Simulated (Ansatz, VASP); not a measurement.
One calculation of AlN, two programs

```
Al N
1.0
     3.16120    0.00000    0.00000
    -1.58060    2.73768    0.00000
     0.00000    0.00000    4.61560
Al N
2 2
Direct
  0.33333 0.66667 0.98930
  0.66667 0.33333 0.48930
  0.33333 0.66667 0.39570
  0.66667 0.33333 0.89570
```

Alike in both runs: functional PBE; k mesh 9 × 9 × 6; occupations gaussian, width 0.05 eV; no spin polarisation.

Ansatz relaxed the structure, and its values are those at the end. VASP's run is a single point on that final structure, the one shown.

|  | VASP | Ansatz |
| --- | --- | --- |
| version | VASP 6.6.1 | Ansatz 0.2.0 |
| potentials or method | VASP PAW PBE potentials, release 64 (Al, N) | scalar-relativistic, plane waves, PAW |
| plane-wave cutoff (eV) | 520 | 520 |
| valence electrons in the cell | 16 | 16 |

|  | VASP | Ansatz | Ansatz less VASP |
| --- | --- | --- | --- |
| gap on the k mesh at the Fermi level (eV) | 3.96 | 3.95 | -0.010 |
| least direct gap on the mesh (eV) | 3.96 | 3.95 | -0.010 |
| pressure (GPa) | 11.0 | 11.2 | +0.17 |

The functional is the same, so the differences come from potentials, cutoffs and numerics. Ansatz warned: «stress_scf_threshold_loose».

Caveats: an odd mesh through Γ misses points on the zone boundary, where band edges often lie. As with any semilocal functional, this PBE gap is likely too small.
